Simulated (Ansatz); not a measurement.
The system is HfO2.

```xyz
3
Lattice="0.0000 2.5575 2.5575 2.5575 0.0000 2.5575 2.5575 2.5575 0.0000" Properties=species:S:1:pos:R:3 pbc="T T T"
Hf    0.0000    0.0000    0.0000
O     3.8363    3.8363    3.8363
O     1.2788    1.2788    1.2788
```

Measurements of this composition are mostly on another form, of space group No. 14.

Base run:

* Program: Ansatz 0.2.0
* Functional: PBEsol
* Potentials or basis: all-electron LAPW, scalar-relativistic
* Cutoff: 343 eV (chosen from the basis error)
* Basis error allowed: 0.002 eV/atom
* k mesh: 9 × 9 × 9
* Occupations: fermi-dirac, width 0.05 eV
* Spin: no spin polarisation

Its results: band gap on the k mesh 3.69 eV, indirect (least direct gap 3.81 eV); pressure -10.2 GPa.

Task: The run is repeated on the same cell with these changes: functional from PBEsol to LDA. What comes out?

Result: Band gap on the k mesh 3.61 eV, indirect (least direct gap 3.73 eV); pressure -16.5 GPa.

LDA binds more tightly than PBEsol, so the same cell stands under less pressure.

Caveats: spin-orbit coupling is left out, which moves the levels of the heavy elements; the mesh misses the band edges, which the band path finds closer together.
